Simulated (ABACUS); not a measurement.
A run of ABACUS 3.10.1:

INPUT

```
INPUT_PARAMETERS
suffix              SnSe
calculation         scf
basis_type          lcao
pseudo_dir          ./
orbital_dir         ./
symmetry            1
dft_functional      pbe
ecutwfc             100
pseudo_rcut         10
nspin               1
nbands              19
ks_solver           genelpa
smearing_method     fd
smearing_sigma      0.00367493
scf_thr             1e-07
scf_nmax            100
mixing_type         broyden
mixing_beta         0.7
cal_force           1
cal_stress          1
out_mul             1
out_chg             1
out_pot             2
out_elf             1
```

The input STRU:

```
ATOMIC_SPECIES
Sn 118.7100 Sn.upf
Se 78.9710 Se.upf

NUMERICAL_ORBITAL
Sn_confined-atom_8au_2s2p2d.orb
Se_confined-atom_7au_2s2p2d.orb

LATTICE_CONSTANT
1.8897261246

LATTICE_VECTORS
0.0000000000 3.0100000000 3.0100000000
3.0100000000 0.0000000000 3.0100000000
3.0100000000 3.0100000000 0.0000000000

ATOMIC_POSITIONS
Direct

Sn
0.0
1
-0.0184030000 0.0023140000 0.0063990000 1 1 1

Se
0.0
1
0.4963780000 0.5051110000 0.5036250000 1 1 1
```

File KPT:

```
K_POINTS
0
Gamma
8 8 8 0 0 0
```

Potentials or basis: PseudoDojo NC SR 0.4.1 PBE standard, DZP LCAO (the cutoffs set its grid).

Run with:

```bash
$ OMP_NUM_THREADS=1 mpirun -np 4 abacus > log
```

Hardware: 4 MPI ranks on AMD EPYC 7B13 (Zen 3) (shared host).

Question: Estimate the wall time of this run.

Answer: Wall time 8.9 s on 4 MPI ranks on AMD EPYC 7B13 (Zen 3) (shared host), peak memory 0.56 GiB a rank. Counts: scf iterations 9, k points 260, bands 19, basis 36, ranks 4.
